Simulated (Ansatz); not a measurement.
Rows from a G0W0 calculation on MoSe2 (P6_3/mmc) (Ansatz 0.2.0; G0W0 on PBE, plane waves, PAW; PAW set soft_1; 6×6×2 mesh, 503 empty bands, screening to 50 eV, PAW set soft_1 files), in eV. Spin-orbit coupling is left out.

The database entry behind the starting cell has ideal inner coordinates that were not refined, so it need not match the best structure at ambient conditions.

```
row      Σx     Σc     Vxc     Z
  A  -14.46  -4.00  -18.96  0.74
  B  -13.86  -3.91  -18.26  0.75
  C  -17.96   1.90  -15.90  0.77
  D  -19.63   0.71  -19.15  0.75
  E  -19.72   1.37  -18.53  0.73
  F  -13.49  -3.54  -17.44  0.75
```

Q: Which rows are filled states and which are empty ones, and how can one tell?

Filled: C, D and E. Empty: A, B and F. The sign of Σc tells: for a filled state bare exchange, which holds its interaction with itself, lies below Vxc (Σx − Vxc is -0.5 eV or lower here) and screening gives part back as a positive Σc. For an empty state Σx lies above Vxc (+3.9 eV or more) and the Coulomb hole leaves Σc negative.

[Paths, hosts, dates, memory and timing lines, banners, echoed tables and standing remarks are left out of the program output.]

[Logs are printed without paths, hosts, clocks, repeated set-up lines and the standing remarks that a program may print on its own settings, such as how far it seeks lower states.]

[Runs of the session that timed out or met a known fault of the program may be left out.]

[Cells called generated may have been cut or substituted from an entry of the Crystallography Open Database or the Materials Project.]

[Hosts, paths, dates, database ids (printed as entryN), source tags and the programs' standing remarks are cut or masked in the printed files.]
